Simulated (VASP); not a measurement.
Wanted: the native input for a VASP 6.6.1 run.

* Task: single point
* Functional: PBEsol
* Potentials or basis: VASP PAW PBE potentials, release 64 (Ga_d, P)
* Cutoff: 520 eV
* k mesh: 8 × 8 × 8
* Occupations: gaussian, width 0.01 eV
* Spin: no spin polarisation
* Dipole correction: no
* Further INCAR settings: ALGO = Fast; EDIFF = 1e-07; NBANDS = 16

The structure of GaP lies in POSCAR:

```
GaP
1.0
    0.0000000000      2.5963718825      2.5963718825
    2.5963718825      0.0000000000      2.5963718825
    2.5963718825      2.5963718825      0.0000000000
Ga P
1 1
Direct
    0.0000000000      0.0000000000      0.0000000000
    0.7500000000      0.7500000000      0.7500000000
```

One way to write it, as run:

INCAR

```
SYSTEM = GaP
PREC = Accurate
ENCUT = 520
EDIFF = 1E-7
ISMEAR = 0
SIGMA = 0.01
LREAL = .FALSE.
LASPH = .TRUE.
NELM = 100
ALGO = Fast
ISIF = 2
LWAVE = .FALSE.
LCHARG = .TRUE.
GGA = PS
LELF = .TRUE.
LVHAR = .TRUE.
NBANDS = 16
```

KPOINTS

```
regular mesh
0
G
  8 8 8
  0 0 0
```

Potentials or basis: VASP PAW PBE potentials, release 64 (Ga_d, P).

Run with:

```sh
$ cat potpaw_PBE.64/Ga_d/POTCAR potpaw_PBE.64/P/POTCAR > POTCAR
$ mpirun -np 1 vasp_std > vasp.out
```

Results of the run:

```json
{
  "Pressure": "15.9 GPa",
  "Band gap on the k mesh": "1.18 eV, indirect (least direct gap 2.98 eV)"
}
```

Caveat: so large a pressure means that the cell lies far from this level's equilibrium, or that cutoff or potentials fall short; the potentials were made for another functional, which shifts forces and pressure.

Run time: 14 s on 1 thread of AMD EPYC 9R45 96-Core Processor (Zen 5), with other jobs on the host, peak memory 0.13 GiB.
